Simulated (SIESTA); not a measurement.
Crystal: Ge.

```
CELL_PARAMETERS angstrom
0.00000 2.82891 2.82891
2.82891 0.00000 2.82891
2.82891 2.82891 0.00000
ATOMIC_POSITIONS crystal
Ge 0.75000 0.75000 0.75000
Ge 0.50000 0.50000 0.50000
```

| Quantity | Value |
| --- | --- |
| Program | SIESTA 5.4.2 |
| Task | relaxation of cell and atoms |
| Functional | PBE |
| Potentials or basis | PseudoDojo 0.4 standard (PBE files) |
| Basis | DZP (energy shift 0.002 Ry) |
| Grid cutoff | 800 Ry |
| Energy shift | 0.002 Ry |
| k mesh | 8 × 8 × 8 |
| Occupations | fermi-dirac, width 0.05 eV |
| Spin | no spin polarisation |

At the start: pressure 7.4 GPa; volume 22.64 Å³/atom.

Task: How do energy, volume and symmetry change on relaxing?

Result: Over 4 steps the energy falls by 52.2 meV/atom and the volume is 25.20 Å³/atom (+11.3 %); space group Fd-3m (No. 227, to 0.05 Å).

Step by step:
| step | energy change (eV) | largest force (eV/Å) | pressure (GPa) | volume (Å³) |
| --- | --- | --- | --- | --- |
| 1 | 0.0000 | 0.0001 | 7.39 | 45.28 |
| 2 | -0.0408 | 0.0003 | 5.48 | 46.30 |
| 3 | -0.1028 | 0.0005 | 0.86 | 49.68 |
| 4 | -0.1044 | 0.0007 | 0.02 | 50.40 |

Final structure:
```xyz
2
Lattice="0.0002 2.9318 2.9318 2.9318 0.0002 2.9318 2.9318 2.9318 0.0002" Properties=species:S:1:pos:R:3 pbc="T T T"
Ge    4.3979    4.3979    4.3979
Ge    2.9320    2.9320    2.9320
```

Caveat: semicore shells carry a single zeta, which can move pressures by several GPa and volumes by a few percent; the volume moved by +11 % from the deposited cell, more than functionals usually miss; the basis of atomic orbitals isn't converged, which shifts pressures, moduli and gaps.
